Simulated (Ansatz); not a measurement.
BAs:

```xyz
2
Lattice="0.0000 2.3885 2.3885 2.3885 0.0000 2.3885 2.3885 2.3885 0.0000" Properties=species:S:1:pos:R:3 pbc="T T T"
As    3.5827    3.5827    3.5827
B     0.0000    0.0000    0.0000
```

- Program: Ansatz 0.2.0
- Task: relaxation of cell and atoms
- Functional: RPBE
- Potentials or basis: Ansatz PAW
- Cutoff: 420 eV (not typed: the program's choice for these potentials)
- k mesh: 10 × 10 × 10
- Occupations: fermi-dirac, width 0.05 eV
- Spin: no spin polarisation

At the start: volume 13.63 Å³/atom.

Problem. Where does the relaxation end?

Solution. It ends after 5 steps and the volume is 14.18 Å³/atom (+4.1 %); space group F-43m (No. 216, to 0.05 Å).

The path:
| step | energy change (eV) | largest force (eV/Å) | volume (Å³) |
| --- | --- | --- | --- |
| 1 | 0.0000 | 0.0000 | 27.25 |
| 2 | -0.0162 | 0.0000 | 28.04 |
| 3 | -0.0176 | 0.0000 | 28.34 |
| 4 | -0.0175 | 0.0000 | 28.36 |
| 5 | -0.0182 | 0.0000 | 28.36 |

Final structure:
```yaml
crystal:
  lattice:
    - [0.00000, 2.42043, 2.42043]
    - [2.42043, 0.00000, 2.42043]
    - [2.42043, 2.42043, 0.00000]
  atoms:
    - { symbol: As, position: [0.75000, 0.75000, 0.75000] }
    - { symbol: B, position: [0.00000, 0.00000, 0.00000] }
```

Caveat: the plane-wave basis is chosen anew once the cell has moved, so the energies of steps on either side of that aren't comparable; the PAW data sets come from PBE, with cores solved anew for the run's functional, which leaves a small shift of forces and pressure.
